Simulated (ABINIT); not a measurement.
# Zn (P6_3/mmc) in ABINIT: reference runs

Reference runs on Zn: the cell as given and a disturbed copy.

Program: ABINIT 10.8.3 (patched build). These are calculated values, not measurements. Logs are shortened: lines on timing, memory, paths and dates and some standing lists are left out, and cuts for length are marked. The log counts tension as positive stress, the text compression.

## (1) The crystal as given

Symmetry: P6_3/mmc, No. 194, hexagonal system. The conventional cell has a = 2.670 Å, b = 2.670 Å, c = 4.966 Å, α = 90.00°, β = 90.00°, γ = 120.00°. Around Zn (site symmetry -6m2) lie 12 Zn at 2.67 to 2.92 Å.

## (2) Single point, PBE

File run.abi:

```
pp_dirpath "./"
pseudos "Zn.GGA_PBE-JTH.xml"

structure "poscar:POSCAR"
natom 2

ecut 22.0
pawecutdg 44.0

kptopt 1
ngkpt 11 11 6
nshiftk 1
shiftk 0.0 0.0 0.0

ixc 11

nband 16
occopt 3
tsmear 0.00183747

nstep 100
tolvrs 1.0e-9

iomode 3
prtwf 0
prteig 0
prtebands 0
enunit 1
prtden 1
prtvha 1
prtvclmb 1
prtpot 1
```

File POSCAR:

```
Zn
1.0
    2.6700000000      0.0000000000      0.0000000000
   -1.3350000000      2.3122878281      0.0000000000
    0.0000000000      0.0000000000      4.9660000000
Zn
2
Direct
    0.6666666667      0.3333333333      0.7500000000  Zn
    0.3333333333      0.6666666667      0.2500000000  Zn
```

Potentials or basis: JTH PAW PBE v2.0.

On the command line:

```bash
abinit run.abi > log 2>&1
```

run.abo:

```text
.Version 10.8.3 of ABINIT
 Symmetries : space group P6_3/m m c (#194); Bravais hP (primitive hexag.)
================================================================================
 Values of the parameters that define the memory need of the present run
     intxc =       0    ionmov =       0      iscf =      17    lmnmax =      18
     lnmax =       6     mgfft =      40  mpssoang =       3    mqgrid =    3001
     natom =       2  nloc_mem =       2    nspden =       1   nspinor =       1
    nsppol =       1      nsym =      24    n1xccc =       1    ntypat =       1
    occopt =       3   xclevel =       2
       mpw =        1040          nfft =       23040          nkpt =          64
 PAW method is used; the additional fine FFT grid is defined by:
   mgfftf=        60    nfftf =     61440
================================================================================
================================================================================

--------------------------------------------------------------------------------
------------- Echo of variables that govern the present computation ------------
--------------------------------------------------------------------------------
 -outvars: echo values of preprocessed input variables --------
            acell      1.0000000000E+00  1.0000000000E+00  1.0000000000E+00 Bohr
              amu      6.53900000E+01
             ecut      2.20000000E+01 Hartree
           enunit           1
                       outvar_i_n : Printing only first  50 k-points.
              ixc          11
                       outvar_i_n : Printing only first  50 k-points.
         kptrlatt       11    0    0      0   11    0      0    0    6
          kptrlen      5.55012563E+01
            natom           2
            nband          16
            ngfft          24      24      40
          ngfftdg          32      32      60
             nkpt          64
            nstep         100
             nsym          24
           ntypat           1
                       prtocc : prtvol=0, do not print more k-points.
           occopt           3
        pawecutdg      4.40000000E+01 Hartree
         pawxcdev           0
        prtebands           0
           prteig           0
           prtpot           1
         prtvclmb           1
           prtvha           1
            prtwf           0
            rprim      5.0455687562E+00  0.0000000000E+00  0.0000000000E+00
                      -2.5227843781E+00  4.3695907194E+00  0.0000000000E+00
                       0.0000000000E+00  0.0000000000E+00  9.3843799413E+00
          spgroup         194
           tolvrs      1.00000000E-09
           tsmear      1.83747000E-03 Hartree
            typat      1  1
           useylm           1
                       outvars : Printing only first  50 k-points.
           xangst      1.3350000000E+00  7.7076260937E-01  3.7245000000E+00
                      -3.2892816734E-16  1.5415252187E+00  1.2415000000E+00
            xcart      2.5227843781E+00  1.4565302398E+00  7.0382849559E+00
                      -6.2158415138E-16  2.9130604796E+00  2.3460949853E+00
             xred      6.6666666667E-01  3.3333333333E-01  7.5000000000E-01
[... 131 lines left out ...]
    2       0.000000000000      0.000000000000      0.000000000000

 cartesian coordinates (angstrom) at end:
    1      1.33500000000000     0.77076260936667     3.72450000000000
    2     -0.00000000000000     1.54152521873333     1.24150000000000

 cartesian forces (hartree/bohr) at end:
    1     -0.00000000000000    -0.00000000000000    -0.00000000000000
    2      0.00000000000000     0.00000000000000    -0.00000000000000
 frms,max,avg= 1.1118028E-30 1.6677042E-30   0.000E+00  0.000E+00  0.000E+00 h/b

 cartesian forces (eV/Angstrom) at end:
    1     -0.00000000000000    -0.00000000000000    -0.00000000000000
    2      0.00000000000000     0.00000000000000    -0.00000000000000
 frms,max,avg= 5.7171199E-29 8.5756799E-29   0.000E+00  0.000E+00  0.000E+00 e/A
 length scales=  1.000000000000  1.000000000000  1.000000000000 bohr
              =  0.529177210544  0.529177210544  0.529177210544 angstroms
 Fermi (or HOMO) energy (eV) =  10.25202   Average Vxc (eV)= -10.54592
 Eigenvalues (   eV  ) for nkpt=  64  k points:
 kpt#   1, nband= 16, wtk=  0.00138, kpt=  0.0000  0.0000  0.0000 (reduced coord)
   0.03777    1.82173    2.50923    2.74423    2.74423    2.79314    2.79314    3.11388
   3.11388    3.31733    3.31733    6.77194    7.31840   23.77515   27.35190   27.64681
 prteigrs : prtvol=0 or 1, do not print more k-points.

--- !EnergyTerms
iteration_state     : {dtset: 1, }
comment             : Components of total free energy in Hartree
kinetic             :  1.30421571565784E+01
hartree             :  2.80868674566066E+01
xc                  : -3.53285330922362E+00
Ewald energy        : -8.83563078464295E+01
psp_core            :  1.91299242153136E+00
local_psp           : -1.12109497618248E+02
PAW spherical_terms :  3.23343145226092E+01
internal            : -1.28622327216576E+02
'-kT*entropy'       : -1.72993700896489E-04
total_energy        : -1.28622500210277E+02
total_energy_eV     : -3.49999653314562E+03
...

--- !EnergyTermsDC
iteration_state     : {dtset: 1, }
comment             : '"Double-counting" decomposition of free energy'
band_energy         :  3.01059910227337E+00
Ewald energy        : -8.83563078464295E+01
psp_core            :  1.91299242153136E+00
xc_dc               : -2.73161775405384E+01
PAW spherical_terms : -1.78734255625792E+01
internal            : -1.28622319425742E+02
'-kT*entropy'       : -1.72993700896489E-04
total_energy_dc     : -1.28622492419443E+02
total_energy_dc_eV  : -3.49999632114624E+03
...

--- !EnergyTermsWithPAWCore
iteration_state     : {dtset: 1, }
comment             : 'Components of total free energy, including PAW core contributions'
Total energy        : -3.59211818922113E+03
Total energy DC     : -3.59211818143029E+03
Total energy (eV)   : -9.77465154881099E+04
Total energy DC (eV): -9.77465152761105E+04
...

 Cartesian components of stress tensor (hartree/bohr^3)
  sigma(1 1)=  2.49078857E-05  sigma(3 2)=  0.00000000E+00
  sigma(2 2)=  2.49078858E-05  sigma(3 1)=  0.00000000E+00
  sigma(3 3)=  5.40984379E-05  sigma(2 1)=  0.00000000E+00

-Cartesian components of stress tensor (GPa)         [Pressure= -1.0191E+00 GPa]
- sigma(1 1)=  7.32815299E-01  sigma(3 2)=  0.00000000E+00
- sigma(2 2)=  7.32815300E-01  sigma(3 1)=  0.00000000E+00
- sigma(3 3)=  1.59163099E+00  sigma(2 1)=  0.00000000E+00

== END DATASET(S) ==============================================================
================================================================================

 -outvars: echo values of variables after computation  --------
            acell      1.0000000000E+00  1.0000000000E+00  1.0000000000E+00 Bohr
           etotal     -1.2862249242E+02
            fcart     -1.6677042230E-30 -9.6284948211E-31 -0.0000000000E+00
                       1.6677042230E-30  9.6284948211E-31 -0.0000000000E+00
            rprim      5.0455687562E+00  0.0000000000E+00  0.0000000000E+00
                      -2.5227843781E+00  4.3695907194E+00  0.0000000000E+00
                       0.0000000000E+00  0.0000000000E+00  9.3843799413E+00
           strten      2.4907885737E-05  2.4907885773E-05  5.4098437897E-05
                       0.0000000000E+00  0.0000000000E+00  0.0000000000E+00
           xangst      1.3350000000E+00  7.7076260937E-01  3.7245000000E+00
                      -3.2892816734E-16  1.5415252187E+00  1.2415000000E+00
             xred      6.6666666667E-01  3.3333333333E-01  7.5000000000E-01
                       3.3333333333E-01  6.6666666667E-01  2.5000000000E-01
 Calculation completed.
```

Wall time 52 s (1 thread of Arm Neoverse V1, shared host); peak memory 0.13 GiB.

What came out:

```yaml
Free_energy: -3499.9963 eV
Pressure: -1.0 GPa
Band_gap_on_the_k_mesh: none (metal or under the smearing width)
Valence_electrons_inside_the_program's_atomic_spheres: Zn 10.74 (radii [1.2212] Å)
```

Levels at points of the mesh, in eV from the Fermi level:
```tsv
k point	band 9	band 10	band 11	band 12	band 13	band 14	band 15	band 16
(0.00, 0.00, 0.00)	-7.14	-6.93	-6.93	-3.48	-2.93	13.52	17.10	17.39
(0.00, 0.00, 0.50)	-7.02	-7.02	-7.02	-7.02	4.64	4.64	18.66	18.66
```

## (3) Single point, PBE

File run.py:

```python
import json, os
import numpy as np
from ase.units import GPa
from ase.calculators.abinit import Abinit, AbinitProfile
from ase.io import read

atoms = read('Zn.cif')

profile = AbinitProfile(command='abinit', pp_paths=[os.path.abspath('pseudos')])
params = dict(
    pps='pawxml', xc='PBE',
    ecut=598.6505,
    pawecutdg=1197.301,
    kptopt=1,
    ngkpt=[11, 11, 6],
    nshiftk=1,
    shiftk=[0.0, 0.0, 0.0],
    ixc=11,
    nband=16,
    occopt=3,
    tsmear=0.05,
    nstep=100,
    tolvrs=1e-09,
    prtwf=0,
    prtden=0,
)

atoms.calc = Abinit(profile=profile, directory='run', **params)
energy = atoms.get_potential_energy()
forces = atoms.get_forces()
stress = atoms.get_stress()
print(f'energy {energy:.6f} eV')
print('forces (eV/A)')
print(np.round(forces, 5))
print('stress (GPa, Voigt, tension positive)', np.round(stress / GPa, 4))
json.dump(dict(energy=energy, forces=forces.tolist(), stress=stress.tolist(), cell=atoms.cell.tolist(), frac=atoms.get_scaled_positions(wrap=False).tolist()), open('results.json', 'w'))
```

File Zn.cif:

```cif
data_Zn
_cell_length_a 2.67000000
_cell_length_b 2.67000000
_cell_length_c 4.96600000
_cell_angle_alpha 90.00000000
_cell_angle_beta 90.00000000
_cell_angle_gamma 120.00000000
_space_group_name_H-M_alt 'P1'
_space_group_name_Hall 'P 1'
_space_group_IT_number 1
loop_
_space_group_symop_operation_xyz
'x,y,z'
loop_
_atom_site_label
_atom_site_type_symbol
_atom_site_symmetry_multiplicity
_atom_site_Wyckoff_symbol
_atom_site_fract_x
_atom_site_fract_y
_atom_site_fract_z
_atom_site_occupancy
Zn1 Zn 1 a 0.6666666667 0.3333333333 0.7500000000 1
Zn2 Zn 1 a 0.3333333333 0.6666666667 0.2500000000 1
```

Potentials or basis: JTH PAW PBE v2.0.

On the command line:

```bash
python run.py
```

Run time: 53 s. Hardware: 1 thread of Arm Neoverse V1, shared host; peak memory 0.12 GiB.

Results (log left out):

```
Free energy                                           : -3499.9963 eV
Pressure                                              : -1.0 GPa
Band gap on the k mesh                                : none (metal or under the smearing width)
Valence electrons inside the program's atomic spheres : Zn 10.74 (radii [1.2212] Å)
```

Stress tensor (GPa, compression positive):
```
-0.73  0.00  0.00
 0.00 -0.73  0.00
 0.00  0.00 -1.59
```

Levels at points of the mesh, in eV from the Fermi level:
```tsv
k point	band 9	band 10	band 11	band 12	band 13	band 14	band 15	band 16
(0.00, 0.00, 0.00)	-7.14	-6.93	-6.93	-3.48	-2.93	13.52	17.10	17.39
(0.00, 0.00, 0.50)	-7.02	-7.02	-7.02	-7.02	4.64	4.64	18.66	18.66
```

## (4) Single point, PBE (atoms moved at random, drawn with an rms of 0.05 Å)

Changes to run.abi since step 2:

```diff
@@ -3,4 +3,17 @@
 
-structure "poscar:POSCAR"
+acell 3*1.0 Angstrom
+rprim
+     2.6700000000     0.0000000000     0.0000000000
+    -1.3350000000     2.3122878281     0.0000000000
+     0.0000000000     0.0000000000     4.9660000000
+ntypat 1
+znucl 30
 natom 2
+typat 1 1
+xred
+     0.6654170000     0.3197430000     0.7489310000
+     0.3225700000     0.6801310000     0.2510750000
+chkprim 0
+chksymtnons 0
+tolsym 1.0e-6
```

On the command line:

```bash
abinit run.abi > log 2>&1
```

Wall time 4 min (1 thread of Arm Neoverse V1, shared host); peak memory 0.29 GiB.

Results (log left out):

- Free energy: -3499.9943 eV
- Pressure: -1.0 GPa
- Largest force: 0.049 eV/Å
- Band gap on the k mesh: none (metal or under the smearing width)
- Valence electrons inside the program's atomic spheres: Zn 10.74 (radii [1.2212] Å)

Forces on the atoms (eV/Å):
```
Zn  -0.029  0.030  0.025
Zn   0.029 -0.030 -0.025
```

Stress tensor (GPa, compression positive):
```
-0.69 -0.05 -0.01
-0.05 -0.81  0.02
-0.01  0.02 -1.51
```

Levels at points of the mesh, in eV from the Fermi level:
```csv
k point,band 9,band 10,band 11,band 12,band 13,band 14,band 15,band 16
"(0.00, 0.00, 0.00)",-7.11,-6.96,-6.91,-3.48,-2.93,13.52,17.10,17.31
"(0.00, 0.00, 0.50)",-7.03,-7.02,-7.02,-7.01,4.61,4.68,18.65,18.66
```
